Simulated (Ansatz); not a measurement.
## Sc: levels with and without spin–orbit coupling

```yaml
crystal:
  lattice:
    - [0.00000, 2.30972, 2.30972]
    - [2.30972, 0.00000, 2.30972]
    - [2.30972, 2.30972, 0.00000]
  atoms:
    - { symbol: Sc, position: [0.00000, 0.00000, 0.00000] }
```

The cell was built from the fcc type and relaxed in the same program, and has space group Fm-3m; it needn't be a known or the stable phase.

Spin polarisation is left out, and whether a magnetic state lies lower isn't shown here.

Methods: DFT, PBE, all-electron LAPW, scalar-relativistic (Ansatz 0.2.0); DFT, PBE, all-electron LAPW, Dirac equation with spin-orbit coupling (Ansatz 0.2.0).

Sampling and basis: a Γ-centred 13×13×13 k mesh, Fermi–Dirac smearing of 0.03 eV, basis error target 0.25 meV/atom, no spin polarisation.

Levels between -8 and 2 eV, each run counted from its own valence-band top where it has a gap, else its Fermi level. Scalar levels are listed once for both spins; with the coupling every spinor state is counted. Levels near the edges of the range can cross them.

Problem. At Γ (0.000, 0.000, 0.000) the scalar-relativistic levels are -5.19, 1.58 (×3). What are they with spin–orbit coupling?

Solution. -5.19 (×2), 1.57 (×4), 1.59 (×2).

Problem. At W (0.500, 0.250, 0.750) the scalar-relativistic levels are -0.66, 0.21 (×2). What are they with spin–orbit coupling?

Solution. -0.66 (×2), 0.20 (×2), 0.21 (×2).
